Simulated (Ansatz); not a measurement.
## Structure types of CdS compared at 15 GPa

Structure types of CdS are relaxed in primitive cells with their symmetry kept at 15 GPa, on PAW files; LAPW relaxes the small cells further and takes the PAW cell for the others (marked *). The enthalpy is E + pV at zero temperature, without zero-point motion. Only the types listed were tried, and differences under about 5 meV/atom are mesh noise. The real phase may be another.

Computed with Ansatz 0.2.0; functional PBE, scalar-relativistic. Settings: Fermi–Dirac smearing of 0.1 eV, no spin polarisation. Methods: LAPW: all electrons, basis error target 0.5 meV/atom; PAW: frozen-core files, cutoff 420 eV.

k meshes: rocksalt 14×14×14, CsCl 13×13×13, zincblende 12×12×12, wurtzite 9×9×5, NiAs 10×10×6.

```tsv
start type	ends as	a, b, c (Å)	V (Å³/atom)	H − H(lowest), LAPW (meV/atom)
rocksalt	rocksalt, Fm-3m	5.232, 5.232, 5.232	17.90	0.0
CsCl	CsCl, Pm-3m	3.242, 3.242, 3.242	17.04	424.9
zincblende	zincblende, F-43m	5.575, 5.575, 5.575	21.65	274.2
wurtzite*	wurtzite, P6_3mc	3.934, 3.934, 6.458	21.64	?
NiAs*	NiAs, P6_3/mmc	3.663, 3.663, 6.246	18.15	?
```

Problem. Fill in "H − H(lowest), LAPW (meV/atom)" for the row "NiAs*".

Solution. 68.0.

Problem. Fill in "H − H(lowest), LAPW (meV/atom)" for the row "wurtzite*".

Solution. 273.4.

Problem. Split the lead of rocksalt over NiAs into energy and pV.

Solution. For NiAs less rocksalt: ΔE = +44.8 meV/atom, and p·ΔV = 15 GPa × +0.2481 Å³ × 6.242 meV/(GPa·Å³) = +23.2 meV/atom, together 68.0 meV/atom. rocksalt wins on both counts.
